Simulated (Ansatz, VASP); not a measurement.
Given: the input of a run of VASP 6.6.1 on Sn.

The input INCAR:

```
SYSTEM = Sn
PREC = Accurate
ENCUT = 520
EDIFF = 1E-7
ISMEAR = 0
SIGMA = 0.02
LREAL = .False.
LASPH = .True.
NELM = 80
ALGO = Fast
ISIF = 2
LWAVE = .False.
LCHARG = .True.
GGA = CA
LELF = .True.
LVHAR = .True.
NBANDS = 13
```

KPOINTS

```
Automatic mesh
0
Gamma
  10 10 10
  0 0 0
```

File POSCAR:

```
Sn
1.0
   -1.8946518192      1.8946518192      1.8946518192
    1.8946518192     -1.8946518192      1.8946518192
    1.8946518192      1.8946518192     -1.8946518192
Sn
1
Direct
    0.0000000000      0.0000000000      0.0000000000
```

Potentials or basis: VASP PAW LDA potentials, release 64 (Sn_d).

Run with:

```console
$ cat potpaw_LDA.64/Sn_d/POTCAR > POTCAR
$ mpirun -np 1 vasp_std > vasp.out
```

Question: Set up the same calculation for Ansatz 0.2.0. Potentials there: all-electron LAPW, scalar-relativistic.

Answer: As run (the cutoff follows the program's own potentials):

The input input.yaml:

```yaml
crystal:
  lattice:
    - [-1.8946518192, 1.8946518192, 1.8946518192]
    - [1.8946518192, -1.8946518192, 1.8946518192]
    - [1.8946518192, 1.8946518192, -1.8946518192]
  atoms:
    - { symbol: Sn, position: [0.0, 0.0, 0.0] }
kpoints:
  mp_grid: { grid: [10, 10, 10] }
scf:
  occupations: { method: gaussian, width: 0.02 }
hamiltonian:
  xc: lda
  pseudopotentials: { kind: all_electron, lapw: { basis_error: 0.001 } }
output:
  forces: true
  stress: true
  eigenvalues: true
```

Potentials or basis: all-electron LAPW, scalar-relativistic.

Launch:

```console
$ ansatz run input.yaml --threads 1 --pin off --max-ram 3072MiB --backend cpu --events-out ev --progress --plain --runs-dir out
```

Both were run:

|  | VASP | Ansatz | Ansatz less VASP |
| --- | --- | --- | --- |
| gap on the k mesh at the Fermi level (eV) | none | none | - |
| pressure (GPa) | -3.3 | -3.4 | -0.01 |

A gap of «none» marks a metal or a gap that the smearing closes. Ansatz ran all-electron here, so the differences hold the error of VASP's frozen core and of both bases.
